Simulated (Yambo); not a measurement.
# MgS (Niningerite) (Fm-3m) in Yambo: convergence with bands in self energy

Aim: find how far bands in self energy must go before the results for MgS (Niningerite) settle, at LDA. This setting moves, with any that are tied to it; all else stays.

Everything below comes from runs of Yambo 5.3.0. Logs are shortened: lines on timing, memory, paths and dates and some standing lists are left out, and cuts for length are marked.

## (1) Starting point

The structure is cubic, space group Fm-3m (No. 225). The conventional cell has a = 5.203 Å, b = 5.203 Å, c = 5.203 Å, α = 90.00°, β = 90.00°, γ = 90.00°. Around S (site symmetry m-3m) lie 6 Mg at 2.60 Å. Mg (site symmetry m-3m) is surrounded by 6 S at 2.60 Å.

## (2) With bands in self energy 28

File g0w03.in:

```
gw0
dyson
el_el_corr
rim_cut
HF_and_locXC
ppa
em1d
RandQpts= 1000000
RandGvec= 50 RL
EXXRLvcs= 84 Ry
VXCRLvcs= 84 Ry
Chimod= "HARTREE"
% BndsRnXp
 1 | 158 |
%
NGsBlkXp= 6 Ry
% LongDrXp
 1 | 1 | 1 |
%
PPAPntXp= 27.21138 eV
% GbndRnge
 1 | 28 |
%
GTermKind= "none"
DysSolver= "n"
ExtendOut
% QPkrange
 1 | 1 | 8 | 9 |
 13 | 13 | 8 | 9 |
%
```

File scf.in:

```
&CONTROL
  calculation = 'scf'
  prefix = 'pwscf'
  outdir = './tmp'
  pseudo_dir = './pseudo'
/
&SYSTEM
  ibrav = 0
  A = 3.67928871
  nat = 2
  ntyp = 2
  ecutwfc = 84
  nbnd = 14
  occupations = 'smearing'
  smearing = 'fd'
  degauss = 0.00367493
  force_symmorphic = .true.
/
&ELECTRONS
  conv_thr = 4d-10
  electron_maxstep = 120
  mixing_beta = 0.5
/
ATOMIC_SPECIES
S     32.0600 S.upf
Mg    24.3050 Mg.upf
CELL_PARAMETERS alat
   0.0000000000    0.7071067821    0.7071067821
   0.7071067821    0.0000000000    0.7071067821
   0.7071067821    0.7071067821    0.0000000000
ATOMIC_POSITIONS alat
S      0.7071067821    0.7071067821    0.7071067821
Mg     0.0000000000    0.0000000000    0.0000000000
K_POINTS automatic
10 10 10 0 0 0
```

File nscf.in:

```
&CONTROL
  calculation = 'nscf'
  prefix = 'pwscf'
  outdir = './tmp'
  pseudo_dir = './pseudo'
/
&SYSTEM
  ibrav = 0
  A = 3.67928871
  nat = 2
  ntyp = 2
  ecutwfc = 84
  nbnd = 158
  occupations = 'fixed'
  force_symmorphic = .true.
/
&ELECTRONS
  conv_thr = 1d-08
  diago_full_acc = .true.
  diago_thr_init = 1d-06
/
ATOMIC_SPECIES
S     32.0600 S.upf
Mg    24.3050 Mg.upf
CELL_PARAMETERS alat
   0.0000000000    0.7071067821    0.7071067821
   0.7071067821    0.0000000000    0.7071067821
   0.7071067821    0.7071067821    0.0000000000
ATOMIC_POSITIONS alat
S      0.7071067821    0.7071067821    0.7071067821
Mg     0.0000000000    0.0000000000    0.0000000000
K_POINTS automatic
6 6 6 0 0 0
```

Potentials or basis: PseudoDojo 0.4.1 SR LDA standard.

On the command line:

```sh
> OMP_NUM_THREADS=1 pw.x -in scf.in > scf.out
> OMP_NUM_THREADS=1 pw.x -in nscf.in > nscf.out
> cd tmp/pwscf.save; p2y; mv SAVE ../..; cd ../..
> OMP_NUM_THREADS=1 yambo
> mkdir -p g0w03; ln -s $PWD/g0w00/ndb.pp* g0w03/
> mkdir -p g0w03; ln -s $PWD/g0w00/ndb.RIM g0w03/
> OMP_NUM_THREADS=1 yambo -F g0w03.in -J g0w03 -C g0w03_out
```

The run converged. Its results:

* Band gap on the k mesh, mean-field level: 2.56 eV, indirect (least direct gap 3.48 eV)
* Quasiparticle gap: 4.20 eV
* Least direct quasiparticle gap: 5.08 eV
* Quasiparticle gap at Γ: 5.08 eV
* Band gap of the same states before the correction: 2.56 eV

## (3) With bands in self energy 48

File g0w04.in:

```
gw0
dyson
el_el_corr
rim_cut
HF_and_locXC
ppa
em1d
RandQpts= 1000000
RandGvec= 50 RL
EXXRLvcs= 84 Ry
VXCRLvcs= 84 Ry
Chimod= "HARTREE"
% BndsRnXp
 1 | 158 |
%
NGsBlkXp= 6 Ry
% LongDrXp
 1 | 1 | 1 |
%
PPAPntXp= 27.21138 eV
% GbndRnge
 1 | 48 |
%
GTermKind= "none"
DysSolver= "n"
ExtendOut
% QPkrange
 1 | 1 | 8 | 9 |
 13 | 13 | 8 | 9 |
%
```

scf.in is that of step 2.

nscf.in is that of step 2.

Potentials or basis: PseudoDojo 0.4.1 SR LDA standard.

On the command line:

```sh
> OMP_NUM_THREADS=1 pw.x -in scf.in > scf.out
> OMP_NUM_THREADS=1 pw.x -in nscf.in > nscf.out
> cd tmp/pwscf.save; p2y; mv SAVE ../..; cd ../..
> OMP_NUM_THREADS=1 yambo
> mkdir -p g0w04; ln -s $PWD/g0w00/ndb.pp* g0w04/
> mkdir -p g0w04; ln -s $PWD/g0w00/ndb.RIM g0w04/
> OMP_NUM_THREADS=1 yambo -F g0w04.in -J g0w04 -C g0w04_out
```

It converged, with:

```yaml
Band_gap_on_the_k_mesh_mean-field_level: 2.56 eV, indirect (least direct gap 3.48 eV)
Quasiparticle_gap: 4.22 eV
Least_direct_quasiparticle_gap: 5.09 eV
Quasiparticle_gap_at_Γ: 5.09 eV
Band_gap_of_the_same_states_before_the_correction: 2.56 eV
```

## (4) With bands in self energy 88

File g0w05.in:

```
gw0
dyson
el_el_corr
rim_cut
HF_and_locXC
ppa
em1d
RandQpts= 1000000
RandGvec= 50 RL
EXXRLvcs= 84 Ry
VXCRLvcs= 84 Ry
Chimod= "HARTREE"
% BndsRnXp
 1 | 158 |
%
NGsBlkXp= 6 Ry
% LongDrXp
 1 | 1 | 1 |
%
PPAPntXp= 27.21138 eV
% GbndRnge
 1 | 88 |
%
GTermKind= "none"
DysSolver= "n"
ExtendOut
% QPkrange
 1 | 1 | 8 | 9 |
 13 | 13 | 8 | 9 |
%
```

scf.in is that of step 3.

nscf.in is that of step 3.

On the command line:

```sh
> OMP_NUM_THREADS=1 pw.x -in scf.in > scf.out
> OMP_NUM_THREADS=1 pw.x -in nscf.in > nscf.out
> cd tmp/pwscf.save; p2y; mv SAVE ../..; cd ../..
> OMP_NUM_THREADS=1 yambo
> mkdir -p g0w05; ln -s $PWD/g0w00/ndb.pp* g0w05/
> mkdir -p g0w05; ln -s $PWD/g0w00/ndb.RIM g0w05/
> OMP_NUM_THREADS=1 yambo -F g0w05.in -J g0w05 -C g0w05_out
```

Results (log left out):

```yaml
Band_gap_on_the_k_mesh_mean-field_level: 2.56 eV, indirect (least direct gap 3.48 eV)
Quasiparticle_gap: 4.24 eV
Least_direct_quasiparticle_gap: 5.11 eV
Quasiparticle_gap_at_Γ: 5.11 eV
Band_gap_of_the_same_states_before_the_correction: 2.56 eV
```

## (5) With bands in self energy 158

File g0w01.in:

```
gw0
dyson
el_el_corr
rim_cut
HF_and_locXC
ppa
em1d
RandQpts= 1000000
RandGvec= 50 RL
EXXRLvcs= 84 Ry
VXCRLvcs= 84 Ry
Chimod= "HARTREE"
% BndsRnXp
 1 | 158 |
%
NGsBlkXp= 6 Ry
% LongDrXp
 1 | 1 | 1 |
%
PPAPntXp= 27.21138 eV
% GbndRnge
 1 | 158 |
%
GTermKind= "none"
DysSolver= "n"
ExtendOut
% QPkrange
 1 | 1 | 8 | 9 |
 13 | 13 | 8 | 9 |
%
```

scf.in is that of step 4.

nscf.in is that of step 4.

Potentials or basis: PseudoDojo 0.4.1 SR LDA standard.

On the command line:

```sh
> OMP_NUM_THREADS=1 pw.x -in scf.in > scf.out
> OMP_NUM_THREADS=1 pw.x -in nscf.in > nscf.out
> cd tmp/pwscf.save; p2y; mv SAVE ../..; cd ../..
> OMP_NUM_THREADS=1 yambo
> mkdir -p g0w01; ln -s $PWD/g0w00/ndb.pp* g0w01/
> mkdir -p g0w01; ln -s $PWD/g0w00/ndb.RIM g0w01/
> OMP_NUM_THREADS=1 yambo -F g0w01.in -J g0w01 -C g0w01_out
```

Yambo's report:

```text
[... sections 02.01 to 02.04 as in the set-up run ...]

  [02.05] Energies & Occupations
  ==============================

  [X] === General ===
  [X] Electronic Temperature                        :  0.000000  0.000000 [eV K]
  [X] Bosonic    Temperature                        :  0.000000  0.000000 [eV K]
  [X] Finite Temperature mode                       : no
  [X] El. density                                   :  0.45430E+24 [cm-3]
  [X] Fermi Level                                   :  6.168258 [eV]

  [X] === Gaps and Widths ===
  [X] Conduction Band Min                           :  2.562236 [eV]
  [X] Valence Band Max                              :  0.000000 [eV]
  [X] Filled Bands                                  :   8
  [X] Empty Bands                                   :    9  158
  [X] Direct Gap                                    :  3.478318 [eV]
  [X] Direct Gap localized at k                     :  1
  [X] Indirect Gap                                  :  2.562236 [eV]
  [X] Indirect Gap between kpts                     :   1  13
  [X] Last valence band width                       :  2.259292 [eV]
  [X] 1st conduction band width                     :  3.223930 [eV]

 [03] Transferred momenta grid and indexing
 ==========================================

 IBZ Q-points                                      :  16
 BZ  Q-points                                      :  216

 K/Q-points units:
 rlu = crystal or reduced units; cc = cartesian coordinates; iku = interal k-units

 Q [ 1]         [rlu]:  0.000000  0.000000  0.000000
 Q [ 2]         [rlu]: -0.19784E-17 -0.19784E-17  0.16667
 Q [ 3]         [rlu]: -0.75617E-17 -0.75617E-17  0.33333
 Q [ 4]         [rlu]:  0.65212E-17  0.65212E-17 -0.50000
 Q [ 5]         [rlu]:  0.21766E-17  0.16667      0.16667
 Q [ 6]         [rlu]:  0.10405E-17  0.16667      0.33333
 Q [ 7]         [rlu]:  0.17761E-16  0.16667      0.50000
 Q [ 8]         [rlu]:  0.65212E-17  0.16667     -0.33333
 Q [ 9]         [rlu]:  0.75617E-17  0.16667     -0.16667
 Q [10]         [rlu]:  0.43532E-17  0.33333      0.33333
 Q [11]         [rlu]:  0.10405E-17  0.33333      0.50000
 Q [12]         [rlu]:  0.30480E-17  0.33333     -0.33333
 Q [13]         [rlu]: -0.65299E-17 -0.50000     -0.50000
 Q [14]         [rlu]:  0.166667  0.333333  0.500000
 Q [15]         [rlu]:  0.166667  0.333333 -0.333333
 Q [16]         [rlu]:  0.166667 -0.500000 -0.333333

 [04] Coloumb potential Random Integration (RIM)
 ===============================================

 Summary of Coulomb integrals for non-metallic bands |Q|[au] RIM/Bare

 Q [1] 0.100000E-4 0.995988 * Q [2] 0.184464 1.066317
 Q [5] 0.213001 1.065091 * Q [9] 0.301228 1.027759
 Q [6] 0.353222 1.020584 * Q [3] 0.368928 1.018057
 Q [10] 0.426001 1.014848 * Q [8] 0.464224 1.012319
 Q [14] 0.476284 1.011790 * Q [7] 0.521743 1.009930
 Q [11] 0.553392 1.009176 * Q [4] 0.553392 1.009027
 Q [12] 0.602457 1.007981 * Q [15] 0.630064 1.007434
 Q [13] 0.639002 1.007189 * Q [16] 0.673567 1.006556

 [05] Dipoles
 ============

  [05.01] Setup: observables and procedures
  =========================================

  [WF-Oscillators/G space/Transverse up loader] Normalization (few states)  min/max  :  0.76335E-17   1.0000
[... 47 lines left out ...]
  Exchange summation bands                         :   8
  RIM RL components                                :   51
  RIM random points                                :  1000000

 [xc] E_xc :  -9.982508 [Ha]
      E_xc :  -19.96502 [Ry]

  Local XC kind (lXC) : Slater exchange(X)+Perdew & Wang(C)
  Non-Local XC kind (nlXC) : Hartree-Fock

  Corrections @ K [1] :  [eV]
 <8|nlXC|8> = -16.28539  0.10601E-16 <8|lXC|8> = -13.27560  0.18882E-15
 <9|nlXC|9> = -6.694640 -0.16211E-17 <9|lXC|9> = -11.36239  0.13765E-19

  Corrections @ K [13] :  [eV]
 <8|nlXC|8> = -15.99074  0.15004E-18 <8|lXC|8> = -12.45527 -0.47196E-16
 <9|nlXC|9> = -6.371117 -0.25470E-17 <9|lXC|9> = -10.86005 -0.11801E-16

 [08] Dyson equation: Newton solver
 ==================================

  [08.01] G0W0 (W PPA)
  ====================

  [  GW  ] Bands range     :    1  158
  [GW/PPA] G damping       :  0.100000 [eV]

  QP @ state[ 1 ] K range:  1  1
  QP @ state[ 1 ] b range:   8   9
  QP @ state[ 2 ] K range:  13  13
  QP @ state[ 2 ] b range:   8   9
[... 51 lines left out ...]
   :: Time ordering fails/rest    :  0.503557
   :: Mean rel dev of PP cond     :  0.367824
   Current Q-pt index             :  14
   :: PP condition fails/total    :  0.314793
   :: Time ordering fails/rest    :  0.493610
   :: Mean rel dev of PP cond     :  0.314814
   Current Q-pt index             :  15
   :: PP condition fails/total    :  0.333728
   :: Time ordering fails/rest    :  0.509769
   :: Mean rel dev of PP cond     :  0.333757
   Current Q-pt index             :  16
   :: PP condition fails/total    :  0.346509
   :: Time ordering fails/rest    :  0.508149
   :: Mean rel dev of PP cond     :  0.346531

  [08.02] QP properties and I/O
  =============================

  Legend (energies in eV)
  - B  : Band       - Eo  : bare energy
  - E  : QP energy  - Z   : Renormalization factor
  - So : Sc(Eo)     - S   : Sc(E)
  - dSp: Sc derivative precision

  - lXC: Local XC (Slater exchange(X)+Perdew & Wang(C))
  -nlXC: non-Local XC (Hartree-Fock)

  QP [eV] @ K [1] (iku):  0.000000  0.000000  0.000000
   B=8 Eo=  0.00 E= -1.01 E-Eo= -1.01 Re(Z)=0.79 Im(Z)=-0.140132E-2 nlXC= -16.2854 lXC= -13.2756 So=  1.72208
   B=9 Eo=  3.48 E=  4.10 E-Eo=  0.62 Re(Z)=0.81 Im(Z)=-0.125088E-2 nlXC= -6.69464 lXC= -11.3624 So= -3.90469

  QP [eV] @ K [13] (iku): -0.500000  0.000000  0.000000
   B=8 Eo= -1.70 E= -2.79 E-Eo= -1.08 Re(Z)=0.78 Im(Z)=-0.145301E-2 nlXC= -15.9907 lXC= -12.4553 So=  2.14857
   B=9 Eo=  2.56 E=  3.24 E-Eo=  0.68 Re(Z)=0.82 Im(Z)=-0.123271E-2 nlXC= -6.37112 lXC= -10.8601 So= -3.66321

  [WR./g0w01//ndb.QP]-------------------------------------------------------------
   Lattice constants                                :  4.916406  4.916406  4.916406
   Coulomb cutoff potential                         : none
   Electronic Temperature                           :  0.000000 [K]
   Bosonic    Temperature                           :  0.000000 [K]
   Green`s function   energies                      : Slater exchange(X)+Perdew & Wang(C)
   wavefunctions                                    : Slater exchange(X)+Perdew & Wang(C)
   PPA    diel. fun.  energies                      : Slater exchange(X)+Perdew & Wang(C)
   wavefunctions                                    : Slater exchange(X)+Perdew & Wang(C)
   QP tot states                                    :   4
   GW solver                                        : Newton
   GW approximation                                 : PPA
   PPA imaginary Energy                             :  27.21138 ev
   RIM G`s                                          :   51
   RIM random pts                                   :  1000000
   dS/dw steps                                      :  2
   dS/dw step                                       :  0.100000 ev
   X G`s                                            :   65 used
   X G`s                                            :   65 disk
   X bands                                          :    1  158
   X poles                                          :  100.0000 o/o
   X e/h E range                                    : -1.000000 -1.000000 ev
   X Hxc Kernel                                     : HARTREE
   X BZ energy Double Grid                          : no
   X Optical Averaged directions                    : none
   Sc/G bands                                       :    1  158
   Sc/G damping                                     :  0.100000 ev
   Sc bands terminator                              : no
   Sx RL components                                 :  3143

   QP @ state[ 1 ] K range                          :  1  1
   QP @ state[ 1 ] b range                          :   8   9
   QP @ state[ 2 ] K range                          :  13  13
   QP @ state[ 2 ] b range                          :   8   9
   GF energies kind                                 : Slater exchange(X)+Perdew & Wang(C)
   GF WF`s kind                                     : Slater exchange(X)+Perdew & Wang(C)
   Xs energies kind                                 : Slater exchange(X)+Perdew & Wang(C)
   Xs WF`s kind                                     : Slater exchange(X)+Perdew & Wang(C)
```

What came out:

* Band gap on the k mesh, mean-field level: 2.56 eV, indirect (least direct gap 3.48 eV)
* Quasiparticle gap: 4.25 eV
* Least direct quasiparticle gap: 5.11 eV
* Quasiparticle gap at Γ: 5.11 eV
* Band gap of the same states before the correction: 2.56 eV

## (6) Result

| bands in self energy | quasiparticle gap at the points computed (eV) |
| --- | --- |
| 28 | 4.195 |
| 48 | 4.225 |
| 88 | 4.244 |
| 158 | 4.253 |

Against the tightest run, the quasiparticle gap at the points computed stays within 0.05 eV from 48 on. The tightest run that finished is the yardstick and may itself not be fully converged.

Caveats: this version prints the column dSc/dw multiplied by 27.2.
